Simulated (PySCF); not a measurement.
Species: triethylamine, C6H15N.
InChI=1S/C6H15N/c1-4-7(5-2)6-3/h4-6H2,1-3H3

Torsions of this conformer, `[CH3:1][CH2:2][N:3]([CH2:4][CH3:5])[CH2:6][CH3:7]`: C1–C2–N3–C4 69°, C2–N3–C4–C5 150°, C2–N3–C6–C7 -60°.

The closed-shell ground state was solved at several levels (PySCF, density fitting, gas phase, non-relativistic). One conformer (not necessarily the lowest) at the PBE0-D3(BJ)/def2-SVP geometry, without solvent, vibrations or thermal averaging.

```csv
level,basis functions,total energy (Eh),HOMO (eV),LUMO (eV),gap (eV),dipole (D)
B3LYP/6-31G*,128,-292.4089,-5.36,2.24,7.60,0.45
BP86/pcSseg-1,194,-292.3679,-4.60,0.63,5.23,0.46
PBE0/pcSseg-0,93,-291.3855,-5.61,2.03,7.64,0.70
PBE0/pcSseg-1,194,-292.0128,-5.84,1.42,7.26,0.53
"PBE0/6-311+G(2d,p)",279,-292.1320,-5.87,0.30,6.17,0.50
```

(1) Estimate the row for LC-wPBE/pcSseg-1, a basis of 194 functions; the other rows only guide the guess.

(2) Over all these levels, which gives the widest orbital gap and which the narrowest?

(3) How much does the basis alone move the frontier levels among the 3 PBE0 rows?

(4) How far do the dipole and the HOMO energy spread over the levels?

Results:

(1) Total energy -292.2039 Eh, HOMO -8.52 eV, LUMO 3.62 eV, gap 12.14 eV, dipole 0.60 D.

(2) LC-wPBE/pcSseg-1 (range-separated hybrid) has the widest, 12.14 eV, and BP86/pcSseg-1 (GGA) the narrowest, 5.23 eV. The two share the basis. From the narrowest to the widest the HOMO moves by -3.92 eV and the LUMO by +2.99 eV.

(3) The HOMO by 0.26 eV and the LUMO by 1.73 eV. By rising basis size (HOMO, LUMO in eV): pcSseg-0 -5.61, 2.03; pcSseg-1 -5.84, 1.42; 6-311+G(2d,p) -5.87, 0.30.

(4) The dipole runs from 0.45 to 0.70 D (mean 0.54 D) and the HOMO from -8.52 to -4.60 eV.
